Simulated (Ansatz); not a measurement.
# BN: the cost of one run

Program: Ansatz 0.2.0. Level of theory: DFT PBEsol, scalar-relativistic, plane waves, PAW. These are calculated values, not measurements.

2 further runs of the same task are left out: 2 set aside as unsound or not needed.

## (1) The starting structure

The structure is hexagonal, space group P6_3/mmc (No. 194). Conventional cell: a = 2.504 Å, b = 2.504 Å, c = 7.019 Å, α = 90.00°, β = 90.00°, γ = 120.00°. B (site symmetry -6m2) is surrounded by 3 N at 1.45 Å. N (site symmetry -6m2) is surrounded by 3 B at 1.45 Å.

Coordinates:

```cif
data_structure
_symmetry_space_group_name_H-M 'P6_3/mmc'
_symmetry_Int_Tables_number 194
_cell_length_a 2.5043
_cell_length_b 2.5043
_cell_length_c 7.0191
_cell_angle_alpha 90.000
_cell_angle_beta 90.000
_cell_angle_gamma 120.000
_cell_volume 38.12
loop_
_atom_site_label
_atom_site_type_symbol
_atom_site_symmetry_multiplicity
_atom_site_Wyckoff_symbol
_atom_site_fract_x
_atom_site_fract_y
_atom_site_fract_z
_atom_site_occupancy
B1 B 2 c 0.33333 0.66667 0.25000 1
N1 N 2 d 0.33333 0.66667 0.75000 1
```

It is the result of an earlier relaxation at this level (volume 9.53 Å³/atom; gap on the mesh: 4.27 eV).

## (2) The bulk's band edges

The input, input.yaml:

```yaml
crystal:
  lattice:
    - [2.5043488508, 0.0, 0.0]
    - [-1.2521744254, 2.1688297247, 0.0]
    - [0.0, 0.0, 7.0190941495]
  atoms:
    - { symbol: B, position: [0.3333333333, 0.6666666667, 0.25] }
    - { symbol: B, position: [0.6666666667, 0.3333333333, 0.75] }
    - { symbol: "N", position: [0.3333333333, 0.6666666667, 0.75] }
    - { symbol: "N", position: [0.6666666667, 0.3333333333, 0.25] }
basis:
  ecutwfc: 420
kpoints:
  mp_grid: { grid: [12, 12, 4] }
  band_path: { path: [VBM, CBM], npoints: 2 }
hamiltonian:
  xc: pbesol
scf:
  occupations: { method: gaussian, width: 0.02 }
output:
  forces: true
  stress: true
  eigenvalues: true
```

Run with:

```console
> ansatz run input.yaml --threads 1 --pin off --max-ram 2560MiB --backend cpu --events-out ev --progress --plain --runs-dir out
```

What time and memory should one allow on 1 thread of Arm Neoverse V1, shared host?

About 4 s, with a peak of 0.29 GiB.
